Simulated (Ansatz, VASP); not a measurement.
**Pd: VASP beside Ansatz**

```
CELL_PARAMETERS angstrom
0.00000 2.82687 2.82687
2.82687 0.00000 2.82687
2.82687 2.82687 0.00000
ATOMIC_POSITIONS crystal
Pd 0.12500 0.12500 0.12500
Pd 0.87500 0.87500 0.87500
```

Alike in both runs: task single point; functional RPBE; k mesh 10 × 10 × 10; occupations fermi-dirac, width 0.1 eV; no spin polarisation.

```csv
,VASP,Ansatz
version,VASP 6.6.1,Ansatz 0.2.0
potentials or method,"VASP PAW PBE potentials, release 64 (Pd)","plane waves (420 eV) with PAW, scalar-relativistic"
plane-wave cutoff (eV),520,420
valence electrons in the cell,20,36
```

|  | VASP | Ansatz | Ansatz less VASP |
| --- | --- | --- | --- |
| pressure (GPa) | 9.3 | 9.8 | +0.50 |

With one functional, cell and mesh, what is left measures potentials, basis and numerics. The two sets of potentials don't hold the same shells in valence.

Caveats: the PAW data sets were made with another functional, which shifts forces and pressure a little (VASP).
